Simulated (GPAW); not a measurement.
The system is CdS (Hawleyite).

```
CELL_PARAMETERS angstrom
0.00000 2.93582 2.93582
2.93582 0.00000 2.93582
2.93582 2.93582 0.00000
ATOMIC_POSITIONS crystal
Cd 0.00000 0.00000 0.00000
S 0.75000 0.75000 0.75000
```

Base run:

| Property | Result |
| --- | --- |
| Program | GPAW 26.7.0 |
| Functional | LDA |
| Potentials or basis | the program's PAW data sets (release 1.2.1) made for this functional |
| Cutoff | 400 eV |
| Basis | pw |
| k mesh | 6 × 6 × 6 |
| Occupations | fermi-dirac, width 0.001 eV |
| Spin | no spin polarisation |

Its results: band gap on the k mesh 0.80 eV, direct; electronic dielectric tensor (diagonal) 6.54.

**Question.** The run is repeated on the same cell with these changes: functional from LDA to PBE; potentials or basis from the program's PAW data sets (release 1.2.1) made for this functional to GPAW PAW data sets (gpaw-data 1.2.1). What comes out?

**Answer.** Band gap on the k mesh 1.08 eV, direct; electronic dielectric tensor (diagonal) 5.81.

Caveats: the long-wavelength limit can be off by several per cent where d states take part.

A k mesh can miss the band edges.
